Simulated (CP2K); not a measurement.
Runs of CP2K 2026.2 on SrVO3. The structure is cubic, space group Pm-3m (No. 221). Conventional cell: a = 3.841 Å, b = 3.841 Å, c = 3.841 Å, α = 90.00°, β = 90.00°, γ = 90.00°. Sr (site symmetry m-3m) is surrounded by 12 O at 2.72 Å. V (site symmetry m-3m) has 6 O at 1.92 Å as nearest neighbours. Around O (site symmetry 4/mmm) lie 2 V at 1.92 Å. 

```tsv
level	potentials or basis	smearing	EPS_DEFAULT	NGRIDS	points a segment of the path (NPOINTS)	bands added on the path	CUTOFF of the grids	gap on the mesh (eV)	pressure (GPa)	moment (μB)
r2SCAN	POTENTIAL_UZH Sr GTH-SCAN-q10, V GTH-SCAN-q13, O GTH-SCAN-q6; TZVP-MOLOPT-SCAN-GTH basis	fermi-dirac 0.01 eV	1.0E-9	5	8	4	1300 Ry	none	(a)	1.00
PBE	POTENTIAL_UZH Sr GTH-PBE-q10, V GTH-PBE-q13, O GTH-PBE-q6; TZVP-MOLOPT-PBE-GTH basis	fermi-dirac 0.01 eV	1.0E-9	4	6	6	600 Ry	none	(b)	0.88
PBEsol	POTENTIAL_UZH Sr GTH-PBE-q10, V GTH-PBE-q13, O GTH-PBE-q6; TZVP-MOLOPT-PBE-GTH basis	fermi-dirac 0.1 eV	1.0E-10	5	6	2	600 Ry	none	-2.2	0.00
LDA	GTH_POTENTIALS Sr GTH-PADE-q10, V GTH-PADE-q13, O GTH-PADE-q6; TZVP-MOLOPT-PBE-GTH basis	fermi-dirac 0.05 eV	1.0E-9	5	8	4	600 Ry	none	-9.4	0.00
```

Alike in all rows: task band structure; spin collinear, ferromagnetic start; cell as given; k mesh 7 × 7 × 7.

Fill in the values left out.

(a) 2.1; (b) 5.8.

Caveats: the basis of atomic orbitals isn't converged, which shifts pressures, moduli and gaps; semilocal functionals often make such compounds metallic where correlation or magnetic order opens a gap, which also shifts bond lengths; the potentials were made for another functional, which shifts forces and pressure (some runs).

A k mesh can miss the band edges, and the runs leave out spin-orbit coupling on Sr.

A gap of «none» marks a metal or a gap under the smearing width.

Not every run made on this cell is shown here.
